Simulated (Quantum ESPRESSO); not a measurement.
# CoO (Fm-3m) in Quantum ESPRESSO: notebook

One crystal, CoO, is run at these levels: LDA; tasks: single point, equation of state.

All numbers are computed with Quantum ESPRESSO 7.5; they aren't measurements. Logs are shortened: lines on timing, memory, paths and dates and some standing lists are left out, and cuts for length are marked.

**1. Starting point**

It takes space group Fm-3m (No. 225, cubic). Conventional cell: a = 4.263 Å, b = 4.263 Å, c = 4.263 Å, α = 90.00°, β = 90.00°, γ = 90.00°. Around Co (site symmetry m-3m) lie 6 O at 2.13 Å. O (site symmetry m-3m) has 6 Co at 2.13 Å as nearest neighbours.

**2. Single point, LDA, collinear spin, ferromagnetic start, 9.10 Å³/atom**

The input, pw.in:

```
&CONTROL
  calculation = 'scf'
  prefix = 'pwscf'
  outdir = './tmp'
  pseudo_dir = './pseudo'
  tprnfor = .true.
  tstress = .true.
  disk_io = 'nowf'
/
&SYSTEM
  ibrav = 0
  nat = 2
  ntyp = 2
  ecutwfc = 96
  nbnd = 21
  occupations = 'smearing'
  smearing = 'fd'
  degauss = 0.00367493
  nspin = 2
  starting_magnetization(1) = 0.1176
  starting_magnetization(2) = 0
/
&ELECTRONS
  conv_thr = 4d-10
  electron_maxstep = 120
  mixing_beta = 0.3
/
ATOMIC_SPECIES
Co    58.9332 Co.upf
O     15.9990 O.upf
CELL_PARAMETERS angstrom
   0.0000000000    2.0879877907    2.0879877907
   2.0879877907    0.0000000000    2.0879877907
   2.0879877907    2.0879877907    0.0000000000
ATOMIC_POSITIONS crystal
Co     0.0000000000    0.0000000000    0.0000000000
O      0.5000000000    0.5000000000    0.5000000000
K_POINTS automatic
11 11 11 0 0 0
```

Potentials or basis: PseudoDojo 0.4.1 SR LDA standard.

Run with:

```
> OMP_NUM_THREADS=1 pw.x -in pw.in > pw.out
```

pw.out:

```text
This program is part of the open-source Quantum ESPRESSO suite
     for quantum simulation of materials; please cite
[... 9 lines left out ...]
     --------------------
     sticks:   dense  smooth     PW     G-vecs:    dense   smooth      PW
     Sum         823     823    253                15593    15593    2685

     Using Slab Decomposition

     bravais-lattice index     =            0
     lattice parameter (alat)  =       5.5801  a.u.
     unit-cell volume          =     122.8600 (a.u.)^3
     number of atoms/cell      =            2
     number of atomic types    =            2
     number of electrons       =        23.00
     number of Kohn-Sham states=           21
     kinetic-energy cutoff     =      96.0000  Ry
     charge density cutoff     =     384.0000  Ry
     scf convergence threshold =      4.0E-10
     mixing beta               =       0.3000
     number of iterations used =            8  plain     mixing
     Exchange-correlation= SLA  PW   NOGX NOGC
                           (   1   4   0   0   0   0   0)

     celldm(1)=   5.580098  celldm(2)=   0.000000  celldm(3)=   0.000000
     celldm(4)=   0.000000  celldm(5)=   0.000000  celldm(6)=   0.000000

     crystal axes: (cart. coord. in units of alat)
               a(1) = (   0.000000   0.707107   0.707107 )
               a(2) = (   0.707107   0.000000   0.707107 )
               a(3) = (   0.707107   0.707107   0.000000 )

     reciprocal axes: (cart. coord. in units 2 pi/alat)
               b(1) = ( -0.707107  0.707107  0.707107 )
               b(2) = (  0.707107 -0.707107  0.707107 )
               b(3) = (  0.707107  0.707107 -0.707107 )

     PseudoPot. # 1 for Co read from file:
     Co.upf
     Pseudo is Norm-conserving + core correction, Zval = 17.0
     Generated using ONCVPSP code by D. R. Hamann
     Using radial grid of 1372 points,  6 beta functions with:
                l(1) =   0
                l(2) =   0
                l(3) =   1
                l(4) =   1
                l(5) =   2
                l(6) =   2

     PseudoPot. # 2 for O  read from file:
     O.upf
     Pseudo is Norm-conserving + core correction, Zval =  6.0
     Generated using ONCVPSP code by D. R. Hamann
     Using radial grid of  926 points,  5 beta functions with:
                l(1) =   0
                l(2) =   0
                l(3) =   1
                l(4) =   1
                l(5) =   2

     atomic species   valence    mass     pseudopotential
     Co               17.00    58.93320     Co( 1.00)
     O                 6.00    15.99900     O ( 1.00)

     Starting magnetic structure
     atomic species   magnetization
     Co              0.118
     O               0.000

     48 Sym. Ops., with inversion, found

   Cartesian axes

     site n.     atom                  positions (alat units)
         1        Co     tau(   1) = (   0.0000000   0.0000000   0.0000000  )
         2        O      tau(   2) = (   0.7071068   0.7071068   0.7071068  )

     number of k points=    56  Fermi-Dirac smearing, width (Ry)=  0.0037
                       cart. coord. in units 2pi/alat
        k(    1) = (   0.0000000   0.0000000   0.0000000), wk =   0.0007513
        k(    2) = (   0.0642824   0.0642824  -0.0642824), wk =   0.0060105
        k(    3) = (   0.1285649   0.1285649  -0.1285649), wk =   0.0060105
        k(    4) = (   0.1928473   0.1928473  -0.1928473), wk =   0.0060105
        k(    5) = (   0.2571297   0.2571297  -0.2571297), wk =   0.0060105
        k(    6) = (   0.3214122   0.3214122  -0.3214122), wk =   0.0060105
[... 48 lines left out ...]
        k(   55) = (  -0.0642824  -0.4499770   0.7071068), wk =   0.0180316
        k(   56) = (   0.0000000  -0.3856946   0.6428243), wk =   0.0180316

     Dense  grid:    15593 G-vectors     FFT dimensions: (  36,  36,  36)

     Generating pointlists ...
     new r_m :   0.2917 (alat units)  1.6276 (a.u.) for type    1
     new r_m :   0.2917 (alat units)  1.6276 (a.u.) for type    2

     Initial potential from superposition of free atoms

     starting charge      22.9998, renormalised to      23.0000
     Starting wfcs are   14 randomized atomic wfcs +    7 random wfcs

     Self-consistent Calculation

     iteration #  1     ecut=    96.00 Ry     beta= 0.30
     Davidson diagonalization with overlap
     ethr =  1.00E-02,  avg # of iterations =  5.5

     Threshold (ethr) on eigenvalues was too large:
     Diagonalizing with lowered threshold

     Davidson diagonalization with overlap
     ethr =  6.79E-04,  avg # of iterations =  1.5

     total energy              =    -338.56423366 Ry
     estimated scf accuracy    <       0.15654425 Ry

     total magnetization       =     2.22 Bohr mag/cell
     absolute magnetization    =     2.22 Bohr mag/cell

     iteration #  2     ecut=    96.00 Ry     beta= 0.30
     Davidson diagonalization with overlap
     ethr =  6.81E-04,  avg # of iterations =  1.4

     total energy              =    -338.57873844 Ry
     estimated scf accuracy    <       0.04362801 Ry

     total magnetization       =     1.96 Bohr mag/cell
     absolute magnetization    =     1.96 Bohr mag/cell

     iteration #  3     ecut=    96.00 Ry     beta= 0.30
     Davidson diagonalization with overlap
     ethr =  1.90E-04,  avg # of iterations =  1.9

     total energy              =    -338.58338962 Ry
     estimated scf accuracy    <       0.01507554 Ry

     total magnetization       =     2.17 Bohr mag/cell
     absolute magnetization    =     2.17 Bohr mag/cell

     iteration #  4     ecut=    96.00 Ry     beta= 0.30
     Davidson diagonalization with overlap
     ethr =  6.55E-05,  avg # of iterations =  1.4

     total energy              =    -338.58508943 Ry
     estimated scf accuracy    <       0.00280509 Ry

     total magnetization       =     2.21 Bohr mag/cell
     absolute magnetization    =     2.21 Bohr mag/cell

     iteration #  5     ecut=    96.00 Ry     beta= 0.30
     Davidson diagonalization with overlap
     ethr =  1.22E-05,  avg # of iterations =  2.3

     total energy              =    -338.58580876 Ry
     estimated scf accuracy    <       0.00069205 Ry
[... 78 lines left out ...]
     total energy              =    -338.58641278 Ry
     estimated scf accuracy    <          5.5E-09 Ry

     total magnetization       =     2.62 Bohr mag/cell
     absolute magnetization    =     2.63 Bohr mag/cell

     iteration # 14     ecut=    96.00 Ry     beta= 0.30
     Davidson diagonalization with overlap
     ethr =  2.39E-11,  avg # of iterations =  1.0

     total energy              =    -338.58641278 Ry
     estimated scf accuracy    <          2.9E-09 Ry

     total magnetization       =     2.62 Bohr mag/cell
     absolute magnetization    =     2.63 Bohr mag/cell

     iteration # 15     ecut=    96.00 Ry     beta= 0.30
     Davidson diagonalization with overlap
     ethr =  1.25E-11,  avg # of iterations =  1.0

     total energy              =    -338.58641278 Ry
     estimated scf accuracy    <          1.3E-09 Ry

     total magnetization       =     2.62 Bohr mag/cell
     absolute magnetization    =     2.63 Bohr mag/cell

     iteration # 16     ecut=    96.00 Ry     beta= 0.30
     Davidson diagonalization with overlap
     ethr =  5.46E-12,  avg # of iterations =  1.9

     Magnetic moment per site  (integrated on atomic sphere of radius R)
     atom   1 (R=0.292)  charge= 14.5774  magn=  2.2132
     atom   2 (R=0.292)  charge=  5.6672  magn=  0.2890

     End of self-consistent calculation

     Number of k-points >= 100: set verbosity='high' to print the bands.

     the Fermi energy is    15.0119 ev

!    total energy              =    -338.58641279 Ry
     estimated scf accuracy    <          1.0E-12 Ry
     smearing contrib. (-TS)   =      -0.00255962 Ry
     internal energy E=F+TS    =    -338.58385317 Ry

     The total energy is F=E-TS. E is the sum of the following terms:
     one-electron contribution =    -146.31847360 Ry
     hartree contribution      =      88.55456336 Ry
     xc contribution           =     -63.82741942 Ry
     ewald contribution        =    -216.99252351 Ry

     total magnetization       =     2.62 Bohr mag/cell
     absolute magnetization    =     2.63 Bohr mag/cell

     convergence has been achieved in  16 iterations

     Forces acting on atoms (cartesian axes, Ry/au):

     atom    1 type  1   force =     0.00000000    0.00000000    0.00000000
     atom    2 type  2   force =     0.00000000    0.00000000    0.00000000

     Total force =     0.000000     Total SCF correction =     0.000000

     Computing stress (Cartesian axis) and pressure

          total   stress  (Ry/bohr**3)                   (kbar)     P=     -121.23
  -0.00082410   0.00000000   0.00000000         -121.23        0.00        0.00
   0.00000000  -0.00082410   0.00000000            0.00     -121.23        0.00
   0.00000000   0.00000000  -0.00082410            0.00        0.00     -121.23

=------------------------------------------------------------------------------=
   JOB DONE.
=------------------------------------------------------------------------------=
```

Wall time 1.8 min (1 thread of Arm Neoverse V1, shared host); peak memory 0.12 GiB.

What came out:

* Free energy: -4606.7028 eV
* Pressure: -12.1 GPa
* Band gap on the k mesh: none (metal or under the smearing width)
* Net moment: 2.62 μB per cell
* Absolute moment: 2.63 μB per cell
* Site moments: Co +2.21; O +0.29 μB
* Valence electrons inside the program's atomic spheres: Co 14.58; O 5.67

Caveat: a cell with one magnetic atom can't hold antiferromagnetic order, which such compounds often take; semilocal functionals often make such compounds metallic where correlation or magnetic order opens a gap, which also shifts bond lengths.

**3. Single point, LDA, collinear spin, ferromagnetic start, 9.30 Å³/atom**

pw.in, as its differences from that of step 2:

```diff
@@ -31,5 +31,5 @@
 CELL_PARAMETERS angstrom
-   0.0000000000    2.0879877907    2.0879877907
-   2.0879877907    0.0000000000    2.0879877907
-   2.0879877907    2.0879877907    0.0000000000
+   0.0000000000    2.1026924146    2.1026924146
+   2.1026924146    0.0000000000    2.1026924146
+   2.1026924146    2.1026924146    0.0000000000
 ATOMIC_POSITIONS crystal
```

Potentials or basis: PseudoDojo 0.4.1 SR LDA standard.

Run with:

```
> OMP_NUM_THREADS=1 pw.x -in pw.in > pw.out
```

Run time: 1.9 min. Hardware: 1 thread of Arm Neoverse V1, shared host; peak memory 0.12 GiB.

It converged, with:

```
Free energy                                           : -4606.6711 eV
Pressure                                              : -14.5 GPa
Band gap on the k mesh                                : none (metal or under the smearing width)
Net moment                                            : 2.76 μB per cell
Absolute moment                                       : 2.77 μB per cell
Site moments                                          : Co +2.32; O +0.32 μB
Valence electrons inside the program's atomic spheres : Co 14.59; O 5.69
```

Caveat: a cell with one magnetic atom can't hold antiferromagnetic order, which such compounds often take; semilocal functionals often make such compounds metallic where correlation or magnetic order opens a gap, which also shifts bond lengths.

**4. Single point, LDA, collinear spin, ferromagnetic start, 9.49 Å³/atom**

pw.in, as its differences from that of step 3:

```diff
@@ -31,5 +31,5 @@
 CELL_PARAMETERS angstrom
-   0.0000000000    2.1026924146    2.1026924146
-   2.1026924146    0.0000000000    2.1026924146
-   2.1026924146    2.1026924146    0.0000000000
+   0.0000000000    2.1171941998    2.1171941998
+   2.1171941998    0.0000000000    2.1171941998
+   2.1171941998    2.1171941998    0.0000000000
 ATOMIC_POSITIONS crystal
```

Run with:

```
> OMP_NUM_THREADS=1 pw.x -in pw.in > pw.out
```

It took 1.7 min on 1 thread of Arm Neoverse V1, shared host; peak memory 0.12 GiB.

Results (log left out):

| Item | Value |
| --- | --- |
| Free energy | -4606.6328 eV |
| Pressure | -17.2 GPa |
| Band gap on the k mesh | none (metal or under the smearing width) |
| Net moment | 2.83 μB per cell |
| Absolute moment | 2.84 μB per cell |
| Site moments | Co +2.37; O +0.34 μB |
| Valence electrons inside the program's atomic spheres | Co 14.61; O 5.71 |

Caveat: a cell with one magnetic atom can't hold antiferromagnetic order, which such compounds often take; semilocal functionals often make such compounds metallic where correlation or magnetic order opens a gap, which also shifts bond lengths.

**5. Single point, LDA, collinear spin, ferromagnetic start, 9.68 Å³/atom**

pw.in, as its differences from that of step 4:

```diff
@@ -31,5 +31,5 @@
 CELL_PARAMETERS angstrom
-   0.0000000000    2.1171941998    2.1171941998
-   2.1171941998    0.0000000000    2.1171941998
-   2.1171941998    2.1171941998    0.0000000000
+   0.0000000000    2.1315000000    2.1315000000
+   2.1315000000    0.0000000000    2.1315000000
+   2.1315000000    2.1315000000    0.0000000000
 ATOMIC_POSITIONS crystal
```

Run with:

```
> OMP_NUM_THREADS=1 pw.x -in pw.in > pw.out
```

It took 95 s on 1 thread of Arm Neoverse V1, shared host; peak memory 0.12 GiB.

The run converged. Its results:

```
Free energy                                           : -4606.5881 eV
Pressure                                              : -19.8 GPa
Band gap on the k mesh                                : none (metal or under the smearing width)
Net moment                                            : 2.88 μB per cell
Absolute moment                                       : 2.89 μB per cell
Site moments                                          : Co +2.42; O +0.35 μB
Valence electrons inside the program's atomic spheres : Co 14.63; O 5.72
```

Caveat: a cell with one magnetic atom can't hold antiferromagnetic order, which such compounds often take; semilocal functionals often make such compounds metallic where correlation or magnetic order opens a gap, which also shifts bond lengths.

**6. Single point, LDA, collinear spin, ferromagnetic start, 9.88 Å³/atom**

pw.in, as its differences from that of step 5:

```diff
@@ -31,5 +31,5 @@
 CELL_PARAMETERS angstrom
-   0.0000000000    2.1315000000    2.1315000000
-   2.1315000000    0.0000000000    2.1315000000
-   2.1315000000    2.1315000000    0.0000000000
+   0.0000000000    2.1456163054    2.1456163054
+   2.1456163054    0.0000000000    2.1456163054
+   2.1456163054    2.1456163054    0.0000000000
 ATOMIC_POSITIONS crystal
```

Potentials or basis: PseudoDojo 0.4.1 SR LDA standard.

Run with:

```
> OMP_NUM_THREADS=1 pw.x -in pw.in > pw.out
```

Run time: 1.7 min. Hardware: 1 thread of Arm Neoverse V1, shared host; peak memory 0.12 GiB.

The run converged. Its results:

* Free energy: -4606.5375 eV
* Pressure: -22.1 GPa
* Band gap on the k mesh: none (metal or under the smearing width)
* Net moment: 2.93 μB per cell
* Absolute moment: 2.94 μB per cell
* Site moments: Co +2.46; O +0.36 μB
* Valence electrons inside the program's atomic spheres: Co 14.65; O 5.74

Caveat: a cell with one magnetic atom can't hold antiferromagnetic order, which such compounds often take; semilocal functionals often make such compounds metallic where correlation or magnetic order opens a gap, which also shifts bond lengths.

**7. Single point, LDA, collinear spin, ferromagnetic start, 10.07 Å³/atom**

pw.in, as its differences from that of step 6:

```diff
@@ -31,5 +31,5 @@
 CELL_PARAMETERS angstrom
-   0.0000000000    2.1456163054    2.1456163054
-   2.1456163054    0.0000000000    2.1456163054
-   2.1456163054    2.1456163054    0.0000000000
+   0.0000000000    2.1595492692    2.1595492692
+   2.1595492692    0.0000000000    2.1595492692
+   2.1595492692    2.1595492692    0.0000000000
 ATOMIC_POSITIONS crystal
```

Run with:

```
> OMP_NUM_THREADS=1 pw.x -in pw.in > pw.out
```

Wall time 1.7 min (1 thread of Arm Neoverse V1, shared host); peak memory 0.13 GiB.

The run converged. Its results:

* Free energy: -4606.4815 eV
* Pressure: -24.3 GPa
* Band gap on the k mesh: none (metal or under the smearing width)
* Net moment: 2.97 μB per cell
* Absolute moment: 2.98 μB per cell
* Site moments: Co +2.48; O +0.37 μB
* Valence electrons inside the program's atomic spheres: Co 14.67; O 5.76

Caveat: a cell with one magnetic atom can't hold antiferromagnetic order, which such compounds often take; semilocal functionals often make such compounds metallic where correlation or magnetic order opens a gap, which also shifts bond lengths.

**8. Single point, LDA, collinear spin, ferromagnetic start, 10.27 Å³/atom**

pw.in, as its differences from that of step 7:

```diff
@@ -31,5 +31,5 @@
 CELL_PARAMETERS angstrom
-   0.0000000000    2.1595492692    2.1595492692
-   2.1595492692    0.0000000000    2.1595492692
-   2.1595492692    2.1595492692    0.0000000000
+   0.0000000000    2.1733047310    2.1733047310
+   2.1733047310    0.0000000000    2.1733047310
+   2.1733047310    2.1733047310    0.0000000000
 ATOMIC_POSITIONS crystal
```

Run with:

```
> OMP_NUM_THREADS=1 pw.x -in pw.in > pw.out
```

Run time: 1.8 min. Hardware: 1 thread of Arm Neoverse V1, shared host; peak memory 0.13 GiB.

The run converged. Its results:

```yaml
Free_energy: -4606.4205 eV
Pressure: -26.3 GPa
Band_gap_on_the_k_mesh: none (metal or under the smearing width)
Net_moment: 2.98 μB per cell
Absolute_moment: 3.00 μB per cell
Site_moments: Co +2.50; O +0.38 μB
Valence_electrons_inside_the_program's_atomic_spheres: Co 14.69; O 5.77
```

Caveat: a cell with one magnetic atom can't hold antiferromagnetic order, which such compounds often take; semilocal functionals often make such compounds metallic where correlation or magnetic order opens a gap, which also shifts bond lengths.

**9. Equation of state, LDA, collinear spin, ferromagnetic start**

Potentials or basis: PseudoDojo 0.4.1 SR LDA standard.

No new run: the results of the series are fitted here.

What came out:

```yaml
Equilibrium_volume: "8.43 Å³/atom (rough: see the caveat)"
Bulk_modulus: 162 GPa (rough)
```

Energy against volume, from the lowest point:
```tsv
volume (Å³/atom)	energy (meV/atom)
9.103	0.00
9.297	15.89
9.490	34.99
9.684	57.36
9.878	82.66
10.071	110.64
10.265	141.18
```

Caveat: the fit is doubtful: noisy points or a state that changes with volume; the minimum lies outside the volumes run.
